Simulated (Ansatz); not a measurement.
**TlBr: strong compression**

One table from this session's results is given with a row withheld; the runs are named, their logs left out.

Program: Ansatz 0.2.0. Level of theory: DFT, r2SCAN, PAW with Ansatz's default frozen-core files, scalar-relativistic. These are calculated values, not measurements.

**The structure to begin with**

Symmetry: Pm-3m, No. 221, cubic system. Conventional cell: a = 3.980 Å, b = 3.980 Å, c = 3.980 Å, α = 90.00°, β = 90.00°, γ = 90.00°. Tl (site symmetry m-3m) has 8 Br at 3.45 Å as nearest neighbours. Br (site symmetry m-3m) has 8 Tl at 3.45 Å as nearest neighbours.

Structure file:

```cif
data_structure
_symmetry_space_group_name_H-M 'Pm-3m'
_symmetry_Int_Tables_number 221
_cell_length_a 3.9800
_cell_length_b 3.9800
_cell_length_c 3.9800
_cell_angle_alpha 90.000
_cell_angle_beta 90.000
_cell_angle_gamma 90.000
_cell_volume 63.04
loop_
_atom_site_label
_atom_site_type_symbol
_atom_site_symmetry_multiplicity
_atom_site_Wyckoff_symbol
_atom_site_fract_x
_atom_site_fract_y
_atom_site_fract_z
_atom_site_occupancy
Tl1 Tl 1 a 0.00000 0.00000 0.00000 1
Br1 Br 1 b 0.50000 0.50000 0.50000 1
```

The file gives the conventional cell by its symmetry; the runs use the cell typed in the input.

Whether this phase is the stable one at these pressures isn't tested.

Atoms are numbered in the order of the input: Tl1, Br2.

Set-up of the first run:

input.yaml

```yaml
crystal:
  lattice:
    - [3.98, 0.0, 0.0]
    - [0.0, 3.98, 0.0]
    - [0.0, 0.0, 3.98]
  atoms:
    - { symbol: Tl, position: [0.0, 0.0, 0.0] }
    - { symbol: Br, position: [0.5, 0.5, 0.5] }
kpoints:
  mp_grid: { grid: [7, 7, 7] }
  band_path:
    path:
      - [0.0, 0.0, 0.0]
      - [0.0, 0.5, 0.0]
      - [0.5, 0.5, 0.0]
      - [0.0, 0.0, 0.0]
      - [0.5, 0.5, 0.5]
      - [0.0, 0.5, 0.0]
      - [0.5, 0.5, 0.5]
      - [0.5, 0.5, 0.0]
    npoints: 6
scf:
  occupations: { method: fermi_dirac, width: 0.03 }
hamiltonian:
  xc: r2scan
  pseudopotentials: { kind: paw }
output:
  forces: true
  stress: true
  eigenvalues: true
  efg: { contact_densities: true }
  populations: true
```

The run is started by

```console
ansatz run input.yaml --threads 1 --pin off --max-ram 2048MiB --backend cpu --events-out ev --progress --plain --runs-dir out
```

Among the steps run: Volume scaled by 1, PAW; Volume scaled by 0.65, PAW; Volume scaled by 0.55, PAW; Volume scaled by 0.5, PAW.

One of the session's tables, all rows but one given; the rest of the session is left out.

| method | volume over the first | volume (Å³/atom) | pressure (GPa) |
| --- | --- | --- | --- |
| PAW | 1 | 31.522 | 0.32 |
| PAW | 0.65 | 20.490 | 33.02 |
| PAW | 0.55 | 17.337 | 65.70 |
| PAW | 0.5 | ? | ? |

**Question.** Estimate the row for PAW, 0.5.

As computed: volume (Å³/atom): 15.761; pressure (GPa): 96.25. In the column «volume (Å³/atom)» it is the lowest.

Caveats from the session: Warnings in the runs' records: gradients without spin orbit.
